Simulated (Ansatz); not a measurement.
# CuO (P1) in Ansatz: notebook

The runs below take CuO through band structure, with PBE.

All numbers are computed with Ansatz 0.2.0; they aren't measurements. Logs are shortened: lines on timing, memory, paths and dates and some standing lists are left out, and cuts for length are marked.

**1. The cell of the first run**

The typed cell holds 4 atoms: a = 2.883 Å, b = 2.899 Å, c = 5.178 Å, α = 95.58°, β = 94.58°, γ = 73.84°.

**2. Band structure, PBE**

Input file input.yaml:

```yaml
crystal:
  lattice:
    - [2.30557528, -1.72961264, 0.07280659]
    - [2.31575566, 1.7435441, 0.04814864]
    - [-0.70809278, -0.03896755, 5.12906913]
  atoms:
    - { symbol: Cu, position: [0.01425322, 0.47964541, 0.06043223] }
    - { symbol: Cu, position: [0.47087971, 0.15406821, 0.47412017] }
    - { symbol: O, position: [0.56926815, 0.29603286, 0.26394272] }
    - { symbol: O, position: [0.44559892, 0.57025351, 0.70150487] }
hamiltonian:
  xc: pbe
  pseudopotentials: { kind: paw, source: jth }
kpoints:
  mp_grid: { grid: [10, 10, 5] }
  band_path:
    path:
      - [[0.0, 0.0, 0.5], [0.0, 0.0, 0.0], [-0.5, 0.0, 0.0]]
      - [[-0.5, 0.0, 0.5], [0.0, 0.0, 0.0], [0.0, -0.5, 0.0]]
      - [[0.0, -0.5, 0.5], [0.0, 0.0, 0.0], [-0.5, -0.5, 0.0]]
      - [[-0.5, -0.5, 0.5], [0.0, 0.0, 0.0]]
    npoints: 14
scf:
  occupations: { method: fermi_dirac, width: 0.05 }
  n_extra_bands: 10
output:
  forces: true
  stress: true
  eigenvalues: true
  fatbands: false
```

Potentials or basis: JTH PAW.

On the command line:

```sh
$ ansatz run input.yaml --threads 2 --pin off --max-ram 5632MiB --backend cpu --events-out ev --progress --plain --runs-dir out
```

What it wrote:

```text
Warning: the checks of this Cu dataset prove no rule for summing its radial tables, as where they were carried onto another mesh than they were made on, and Gregory's rule is taken, under which a leading mesh point left out moves its sums only by what lay on the interval it spanned. That does not make them correct, and they differ from Quantum ESPRESSO's on this file; a re-export a fraction of a mesh step off can move them. hamiltonian.pseudopotentials.radial_quadrature: simpson_from_first_knot sums it by `pw.x`'s rule; on a PAW file no value gives `pw.x`'s numbers. What more to know: hamiltonian.pseudopotentials.radial_quadrature, in the input reference
Warning: the checks of this O dataset prove no rule for summing its radial tables, as where they were carried onto another mesh than they were made on, and Gregory's rule is taken, under which a leading mesh point left out moves its sums only by what lay on the interval it spanned. That does not make them correct, and they differ from Quantum ESPRESSO's on this file; a re-export a fraction of a mesh step off can move them. hamiltonian.pseudopotentials.radial_quadrature: simpson_from_first_knot sums it by `pw.x`'s rule; on a PAW file no value gives `pw.x`'s numbers. What more to know: hamiltonian.pseudopotentials.radial_quadrature, in the input reference
Warning: RAYON_NUM_THREADS=2 ignored (pool sized by the plan → 2); use --threads N
scf.n_extra_bands = 10 over 25 filled bands (N_el = 50.0): the run solves 35 bands
Engine: ansatz 0.2.0, aarch64-unknown-linux-gnu
Pseudopotentials: kind: paw
Pseudopotential: Cu, paw, valence charge 19, recommended cutoff 1350 eV (normal), Cu.paw.azcp
Pseudopotential: O, paw, valence charge 6, recommended cutoff 1380 eV (normal), O.paw.azcp
Functional definition: PBE
  parameter kappa = 0.804
  parameter beta = 0.06672455060314922
  exchange = pbe_x(kappa = kappa, mu = beta*pi^2/3)
  correlation = pbe_c(beta = beta)
Crystal: 4 atoms, lattice volume = 41.309 Å³
Basis set: ecut = 1380 eV, 4817 PW (Γ), exchange–correlation on 72×72×128 points (8 copies of the dense FFT grid, shifted against one another)
Bands: 35, of which v1, the nominal top of the filled ones, is band 25 counted from 1 (24 counted from 0)
Symmetry: 1 space group operations
Space group: P1 (ITA 1), of the structure as read, at distance tolerance 3.5e-5 Å
k-points: 252 of 500 (time reversal used)
Non-local potential: Cu, projectors of the file, l = 0: 2, l = 1: 2, l = 2: 2
Non-local potential: O, projectors of the file, l = 0: 2, l = 1: 2
PAW form: soft (Blöchl's): semilocal exchange-correlation on the pseudo side does not see the compensation charge
PAW one-centre angular grid: Cu, 590 points (default); XC on 64 Gauss nodes
PAW one-centre angular grid: O, 110 points (default); XC on 64 Gauss nodes
Initial density: superposition of atomic densities (chi_scale 0.1, normalization cell, long waves kept (reshape's long-wave potential 0.16 eV rms))
Initial wavefunctions: pseudopotential atomic-orbital guess
Functional: x = pbe(κ = 0.804, μ = 0.2195149727645171), c = pbe(β = 0.06672455060314922)
SCF iter   1: F=—  HF=-14372.404542 eV  |F-HF|=—  |Δ(HF+E_count)|=         —  Δρ=1.24e-1  dr2=7.09e0  ethr=3.10e-3  ⟨swp⟩=7.2  Hψ=49062  notcnv=0  defer=163
preconditioner: auto → LDOS  [metal: Δε(μ)=0.014 eV  Ē_g=16.430 eV  σ=0.050 eV  W_gap=0.07  n_scr=18 (ndim 8)  ℏωp=33.7 eV  f_vac=0.016  D(μ)=0.81/eV (n_scr^D=2)  β→1.0]
SCF iter   2: F=—  HF=-14374.079364 eV  |F-HF|=—  |Δ(HF+E_count)|=    1.67e0  Δρ=2.39e-1  dr2=2.99e1  ethr=3.10e-3  ⟨swp⟩=3.0  Hψ=19034  notcnv=0  defer=895  recentre
SCF iter   3: F=—  HF=-14371.640081 eV  |F-HF|=—  |Δ(HF+E_count)|=    2.44e0  Δρ=7.50e-2  dr2=2.69e0  ethr=3.10e-3  ⟨swp⟩=3.0  Hψ=19042  notcnv=0  defer=831
SCF iter   4: F=—  HF=-14371.271442 eV  |F-HF|=—  |Δ(HF+E_count)|=   3.69e-1  Δρ=3.20e-2  dr2=5.61e-1  ethr=3.10e-3  ⟨swp⟩=2.0  Hψ=12386  notcnv=0  defer=867
SCF iter   5: F=—  HF=-14371.212336 eV  |F-HF|=—  |Δ(HF+E_count)|=   5.91e-2  Δρ=1.24e-2  dr2=7.18e-2  ethr=1.12e-3  ⟨swp⟩=2.0  Hψ=10789  notcnv=0  defer=864
SCF iter   6: F=—  HF=-14371.203057 eV  |F-HF|=—  |Δ(HF+E_count)|=   9.28e-3  Δρ=3.74e-3  dr2=6.97e-3  ethr=1.44e-4  ⟨swp⟩=2.0  Hψ=10951  notcnv=0  defer=866
SCF iter   7: F=—  HF=-14371.202335 eV  |F-HF|=—  |Δ(HF+E_count)|=   7.22e-4  Δρ=1.32e-3  dr2=9.62e-4  ethr=1.39e-5  ⟨swp⟩=1.0  Hψ=7954  notcnv=0  defer=866
SCF iter   8: F=—  HF=-14371.202229 eV  |F-HF|=—  |Δ(HF+E_count)|=   1.06e-4  Δρ=7.51e-4  dr2=2.64e-4  ethr=1.92e-6  ⟨swp⟩=1.1  Hψ=7989  notcnv=0  defer=866
SCF iter   9: F=—  HF=-14371.202196 eV  |F-HF|=—  |Δ(HF+E_count)|=   3.23e-5  Δρ=2.21e-4  dr2=1.76e-5  ethr=5.29e-7  ⟨swp⟩=1.0  Hψ=8047  notcnv=0  defer=866
SCF iter  10: F=—  HF=-14371.202242 eV  |F-HF|=—  |Δ(HF+E_count)|=   4.60e-5  Δρ=3.77e-5  dr2=4.01e-7  ethr=3.53e-8  ⟨swp⟩=2.1  Hψ=11933  notcnv=0  defer=866
SCF iter  11: F=-14371.202243 eV  HF=-14371.202243 eV  |F-HF|=1.95e-8  |Δ(HF+E_count)|=   1.33e-7  Δρ=8.46e-6  dr2=2.97e-8  ethr=2.00e-10  ⟨swp⟩=11.1  Hψ=46780  notcnv=0
SCF 1 converged in 11 iterations: F = -14371.202243 eV  dr2 = 2.97e-8
NSCF: frozen V_eff on 102 k-points
SCF converged after 11 iterations
Free energy (F): -14371.202243 eV
Harris-Foulkes:  -14371.202243 eV  (|F-HF|=1.95e-8)
Internal energy: -14371.181199 eV  (E = F + TS)
E sigma→0 (E₀):  -14371.191721 eV
Entropy (-TS):   -0.021044 eV (-5.261 meV/atom)
Fermi energy:    14.127881 eV
--- Per-component energies (eV) ---
  E_band       = -822.019726
  E_kinetic    = 1020.463728
  E_local      = -7591.330405  (includes V_loc(G=0)·N_el)
  E_nonlocal   = -2202.994397
  E_hartree    = 3226.513739
  E_xc         = -311.846606
  E_vxc        = -404.025212  (∫ρ·V_xc dr)
  E_paw        = -2209.611906  (= ΣΔE_a)
  E_vpaw       = 1902.838494  (= ΣTr[D̂ρ^β])
  E_aug_tail   = 0.000075  (compensation charges beyond the density's cutoff)
  E_ewald      = -6302.375426
  E_smearing   = -0.021044  (= −TS)
  E_closure    = -0.000000  (closes the sum)
  Σ components = -14371.202243   (vs F -14371.202243, Δ=0.00e0)
--- Forces (eV/Å), atoms counted from 1 ---
  atom   1  Cu     0.07498583     1.20194436    -3.47167104
  atom   2  Cu   -26.48217610    -7.12330162    31.53737545
  atom   3  O     22.85987789     2.27393259   -34.48429657
  atom   4  O      3.54728835     3.64742126     6.41851471
  max |Σ_I F_I| component: 7.75e-5 eV/Å
--- Stress (GPa, compression-positive) ---
       87.564708      10.533957     -76.805693
       10.533953      28.645380       2.229195
      -76.805699       2.229195     176.802697
  P = ⅓ Tr σ = 97.6709 GPa (976.709 kbar)
--- Band table (eV; the first three rows and the last of 252) ---
  k-point 0: bands = ["-101.2535", "-98.2464", "-59.7753", "-58.4760", "-57.8247", "-55.7334", "-55.6708", "-55.5382", "-8.5268", "-4.9011", "3.7552", "4.6238", "5.0496", "7.0799", "9.0450", "9.1366", "9.9926", "10.4894", "11.4748", "11.6810", "11.8262", "12.0977", "12.3909", "13.8185", "14.2711", "14.3856", "15.5313", "20.4421", "20.6559", "26.3433", "28.8691", "30.0186", "30.4436", "31.7515", "32.1588"]
  k-point 1: bands = ["-101.2535", "-98.2464", "-59.7753", "-58.4760", "-57.8247", "-55.7334", "-55.6708", "-55.5382", "-8.5148", "-4.9270", "3.7000", "4.6420", "5.0514", "7.2547", "9.0513", "9.1584", "10.0273", "10.4308", "11.3732", "11.6638", "11.7975", "12.1459", "12.4489", "13.6018", "14.1817", "14.3648", "15.9288", "19.0503", "22.2831", "26.2187", "28.6759", "29.1710", "30.4549", "31.7472", "32.0933"]
  k-point 2: bands = ["-101.2535", "-98.2464", "-59.7753", "-58.4760", "-57.8247", "-55.7334", "-55.6708", "-55.5382", "-8.4952", "-4.9689", "3.6231", "4.6605", "5.0546", "7.5631", "9.0420", "9.2490", "10.0263", "10.3331", "11.2572", "11.5912", "11.8028", "11.9692", "12.7582", "13.3658", "14.0297", "14.3558", "16.5271", "18.0139", "23.9373", "25.9783", "27.2648", "29.2557", "30.0998", "31.7101", "31.9095"]
  k-point 251: bands = ["-101.2521", "-98.2449", "-59.7776", "-58.4857", "-57.8334", "-55.7442", "-55.6782", "-55.5422", "-7.8892", "-4.2757", "3.9140", "4.3142", "4.7864", "7.9158", "7.9822", "9.0183", "10.0925", "10.6587", "11.2272", "11.3285", "11.8841", "12.1879", "12.3354", "12.7300", "13.1958", "14.4961", "18.4618", "19.9461", "21.6922", "22.9458", "24.2656", "26.7606", "27.4926", "29.1782", "31.0507"]
```

Run time: 2.2 min. Hardware: 2 threads of Arm Neoverse V1, shared host; peak memory 1.6 GiB.

What came out:

* Free energy: -14371.2022 eV
* Pressure: 97.7 GPa
* Largest force: 41.793 eV/Å
* Band gap on the k mesh: none (metal or under the smearing width)

Forces on the atoms (eV/Å):
```
Cu    0.075   1.202  -3.472
Cu  -26.482  -7.123  31.537
O    22.860   2.274 -34.484
O     3.547   3.647   6.419
```

Levels at the corners of the path, in eV from the Fermi level:
```tsv
point	band 21	band 22	band 23	band 24	band 25	band 26	band 27	band 28
X	-2.31	-2.20	-1.32	-0.77	-0.16	0.24	2.53	3.70
Γ	-2.30	-2.03	-1.74	-0.31	0.14	0.26	1.40	6.31
Y	-2.31	-2.21	-1.94	-1.58	0.08	0.59	3.93	5.54
L	-2.25	-2.08	-1.80	-0.88	-0.67	0.03	4.71	5.51
Γ	-2.30	-2.03	-1.74	-0.31	0.14	0.26	1.40	6.31
Z	-2.32	-2.05	-1.51	-1.28	-0.05	0.33	4.62	5.41
N	-2.28	-2.01	-1.71	-1.20	-0.14	0.53	4.21	5.37
Γ	-2.30	-2.03	-1.74	-0.31	0.14	0.26	1.40	6.31
M	-2.30	-2.20	-1.80	-1.51	-1.13	0.95	3.65	6.43
R	-2.24	-1.93	-1.77	-1.36	-0.93	0.30	4.45	5.67
Γ	-2.30	-2.03	-1.74	-0.31	0.14	0.26	1.40	6.31
```

Caveat: the cell as given lies far from equilibrium; the run has no spin polarisation, though such a crystal can be magnetic; semilocal functionals often make such compounds metallic where correlation or magnetic order opens a gap, which also shifts bond lengths; forces of over 1 eV/Å show positions far from the minimum, so gaps and moduli don't describe the material at rest.

**3. Band structure, PBE**

input.yaml, as its differences from that of step 2:

```diff
@@ -12,3 +12,3 @@
   xc: pbe
-  pseudopotentials: { kind: paw, source: jth }
+  pseudopotentials: { kind: nc, source: spms }
 kpoints:
@@ -29,2 +29,6 @@
   eigenvalues: true
-  fatbands: false
+  fatbands: true
+  write_density: true
+  write_potential: true
+  elf: true
+  volumetric_format: npy
```

Potentials or basis: SPMS NC.

On the command line:

```sh
$ ansatz run input.yaml --threads 2 --pin off --max-ram 5632MiB --backend cpu --events-out ev --progress --plain --runs-dir out
```

Wall time 1.9 min (2 threads of Arm Neoverse V1, shared host); peak memory 0.95 GiB.

It converged, with:

* Free energy: -10824.2270 eV
* Pressure: 99.3 GPa
* Largest force: 42.619 eV/Å
* Band gap on the k mesh: none (metal or under the smearing width)

Forces on the atoms (eV/Å):
```
Cu    0.110   1.211  -3.470
Cu  -27.016  -7.213  32.163
O    23.295   2.330 -35.107
O     3.611   3.672   6.415
```

Stress tensor (GPa, compression positive):
```
 89.36  10.49 -78.72
 10.49  28.87   2.17
-78.72   2.17 179.55
```

Levels at the corners of the path, in eV from the Fermi level:
```csv
point,band 20,band 21,band 22,band 23,band 24,band 25,band 26,band 27,band 28,band 29
X,-2.53,-2.25,-2.17,-1.31,-0.75,-0.17,0.24,2.47,3.68,10.14
Γ,-2.42,-2.23,-2.03,-1.72,-0.29,0.12,0.25,1.39,6.28,6.47
Y,-2.53,-2.26,-2.20,-1.89,-1.55,0.09,0.59,3.90,5.47,6.08
L,-2.70,-2.20,-2.04,-1.78,-0.87,-0.62,0.01,4.66,5.46,6.62
Γ,-2.42,-2.23,-2.03,-1.72,-0.29,0.12,0.25,1.39,6.28,6.47
Z,-2.39,-2.29,-2.00,-1.45,-1.27,-0.05,0.36,4.58,5.36,6.77
N,-2.40,-2.22,-1.95,-1.64,-1.21,-0.15,0.55,4.20,5.30,6.90
Γ,-2.42,-2.23,-2.03,-1.72,-0.29,0.12,0.25,1.39,6.28,6.47
M,-2.39,-2.27,-2.17,-1.78,-1.44,-1.12,0.96,3.63,6.38,7.69
R,-2.77,-2.19,-1.90,-1.71,-1.32,-0.92,0.29,4.44,5.64,7.57
Γ,-2.42,-2.23,-2.03,-1.72,-0.29,0.12,0.25,1.39,6.28,6.47
```

Caveat: the cell as given lies far from equilibrium; the pressure holds a Pulay correction of +0.4 GPa for the finite cutoff; the run has no spin polarisation, though such a crystal can be magnetic; semilocal functionals often make such compounds metallic where correlation or magnetic order opens a gap, which also shifts bond lengths; forces of over 1 eV/Å show positions far from the minimum, so gaps and moduli don't describe the material at rest.

**4. Band structure, PBE**

input.yaml, as its differences from that of step 3:

```diff
@@ -12,3 +12,3 @@
   xc: pbe
-  pseudopotentials: { kind: nc, source: spms }
+  pseudopotentials: { kind: nc, accuracy: standard }
 kpoints:
@@ -29,6 +29,2 @@
   eigenvalues: true
-  fatbands: true
-  write_density: true
-  write_potential: true
-  elf: true
-  volumetric_format: npy
+  fatbands: false
```

Potentials or basis: PseudoDojo standard (PBE files).

On the command line:

```sh
$ ansatz run input.yaml --threads 2 --pin off --max-ram 5632MiB --backend cpu --events-out ev --progress --plain --runs-dir out
```

What it wrote:

```text
Warning: RAYON_NUM_THREADS=2 ignored (pool sized by the plan → 2); use --threads N
scf.n_extra_bands = 10 over 25 filled bands (N_el = 50.0): the run solves 35 bands
[... 1 set-up line as earlier in the session ...]
Pseudopotentials: kind: nc
Pseudopotential: Cu, nc, valence charge 19, recommended cutoff 1251.723767 eV (normal), Cu.nc.azcp (PseudoDojo's, or run here from an input of PseudoDojo's; its table is named by hamiltonian.pseudopotentials.accuracy)
Pseudopotential: O, nc, valence charge 6, recommended cutoff 1142.878222 eV (normal), O.nc.azcp (PseudoDojo's, or run here from an input of PseudoDojo's; its table is named by hamiltonian.pseudopotentials.accuracy)
[... 5 set-up lines as earlier in the session ...]
Crystal: 4 atoms, lattice volume = 41.309 Å³
Basis set: ecut = 1251.723767 eV, 4167 PW (Γ), exchange–correlation on 72×72×120 points (8 copies of the dense FFT grid, shifted against one another)
Bands: 35, of which v1, the nominal top of the filled ones, is band 25 counted from 1 (24 counted from 0)
[... 1 set-up line as earlier in the session ...]
[... 29 lines left out ...]
  E_local      = -10900.426841  (includes V_loc(G=0)·N_el)
  E_nonlocal   = -1966.029742
  E_hartree    = 4086.192526
  E_xc         = -1502.014314
  E_vxc        = -1573.627676  (∫ρ·V_xc dr)
  E_ewald      = -6302.375426
  E_smearing   = -0.021335  (= −TS)
  E_closure    = 0.000000  (closes the sum)
  Σ components = -11207.266650   (vs F -11207.266650, Δ=0.00e0)
--- Forces (eV/Å), atoms counted from 1 ---
  atom   1  Cu     0.10813690     1.17845696    -3.42287653
  atom   2  Cu   -26.64174986    -7.10235494    31.81250701
  atom   3  O     22.99730373     2.32978114   -34.66638301
  atom   4  O      3.53629954     3.59407725     6.27681454
  max |Σ_I F_I| component: 6.20e-5 eV/Å
--- Stress (GPa, compression-positive) ---
       88.066266      10.282774     -77.852746
       10.282774      28.280370       2.077040
      -77.852746       2.077040     176.627054
  P = ⅓ Tr σ = 97.6579 GPa (976.579 kbar)
--- Band table (eV; the first three rows and the last of 252) ---
  k-point 0: bands = ["-102.4304", "-99.5676", "-61.0284", "-59.8144", "-59.1873", "-57.0953", "-57.0239", "-56.8802", "-9.9034", "-6.2814", "2.1247", "3.1728", "3.6143", "5.6519", "7.7005", "7.7893", "8.6258", "9.1317", "10.1049", "10.3251", "10.4976", "10.7195", "11.0211", "12.4560", "12.8720", "12.9995", "14.1585", "19.0435", "19.2304", "24.9740", "27.4532", "28.6288", "29.0540", "30.3344", "30.7474"]
  k-point 1: bands = ["-102.4304", "-99.5676", "-61.0284", "-59.8144", "-59.1873", "-57.0953", "-57.0239", "-56.8802", "-9.8913", "-6.3071", "2.0682", "3.1961", "3.6160", "5.8230", "7.7009", "7.8162", "8.6563", "9.0752", "9.9942", "10.3109", "10.4664", "10.7818", "11.0714", "12.2452", "12.7889", "12.9832", "14.5407", "17.6443", "20.8676", "24.8498", "27.2700", "27.7582", "29.0570", "30.3310", "30.7037"]
  k-point 2: bands = ["-102.4304", "-99.5676", "-61.0284", "-59.8144", "-59.1873", "-57.0953", "-57.0239", "-56.8802", "-9.8715", "-6.3489", "1.9886", "3.2219", "3.6191", "6.1272", "7.6846", "7.9129", "8.6432", "8.9797", "9.8801", "10.2345", "10.4709", "10.6108", "11.3880", "12.0087", "12.6477", "12.9734", "15.1175", "16.6201", "22.5209", "24.6073", "25.8592", "27.8296", "28.7004", "30.3070", "30.5104"]
  k-point 251: bands = ["-102.4290", "-99.5662", "-61.0306", "-59.8244", "-59.1961", "-57.1063", "-57.0303", "-56.8851", "-9.2794", "-5.6535", "2.4111", "2.7680", "3.3291", "6.5387", "6.5573", "7.6264", "8.7577", "9.3204", "9.8789", "9.9644", "10.5446", "10.8302", "11.0014", "11.3805", "11.8293", "13.1198", "17.0824", "18.5504", "20.2679", "21.5042", "22.8567", "25.3413", "26.0837", "27.7800", "29.6393"]
```

Wall time 1.9 min (2 threads of Arm Neoverse V1, shared host); peak memory 1.1 GiB.

Results:

```
Free energy            : -11207.2667 eV
Pressure               : 97.7 GPa
Largest force          : 42.098 eV/Å
Band gap on the k mesh : none (metal or under the smearing width)
```

Forces on the atoms (eV/Å):
```
Cu    0.108   1.178  -3.423
Cu  -26.642  -7.102  31.813
O    22.997   2.330 -34.666
O     3.536   3.594   6.277
```

Stress tensor (GPa, compression positive):
```
 88.07  10.28 -77.85
 10.28  28.28   2.08
-77.85   2.08 176.63
```

Levels at the corners of the path, in eV from the Fermi level:
```tsv
point	band 20	band 21	band 22	band 23	band 24	band 25	band 26	band 27	band 28	band 29
X	-2.54	-2.27	-2.18	-1.31	-0.75	-0.16	0.23	2.49	3.69	10.14
Γ	-2.43	-2.25	-2.03	-1.73	-0.30	0.12	0.25	1.41	6.29	6.48
Y	-2.54	-2.27	-2.21	-1.90	-1.56	0.08	0.60	3.91	5.49	6.08
L	-2.73	-2.21	-2.06	-1.79	-0.87	-0.62	0.02	4.67	5.47	6.64
Γ	-2.43	-2.25	-2.03	-1.73	-0.30	0.12	0.25	1.41	6.29	6.48
Z	-2.40	-2.30	-2.02	-1.47	-1.28	-0.06	0.36	4.59	5.37	6.79
N	-2.42	-2.24	-1.97	-1.66	-1.21	-0.15	0.55	4.21	5.32	6.91
Γ	-2.43	-2.25	-2.03	-1.73	-0.30	0.12	0.25	1.41	6.29	6.48
M	-2.40	-2.28	-2.18	-1.79	-1.47	-1.12	0.96	3.64	6.39	7.70
R	-2.79	-2.20	-1.92	-1.73	-1.33	-0.92	0.30	4.45	5.65	7.58
Γ	-2.43	-2.25	-2.03	-1.73	-0.30	0.12	0.25	1.41	6.29	6.48
```

Caveat: the cell as given lies far from equilibrium; the run has no spin polarisation, though such a crystal can be magnetic; semilocal functionals often make such compounds metallic where correlation or magnetic order opens a gap, which also shifts bond lengths; forces of over 1 eV/Å show positions far from the minimum, so gaps and moduli don't describe the material at rest.

[end of part 1 of 2]
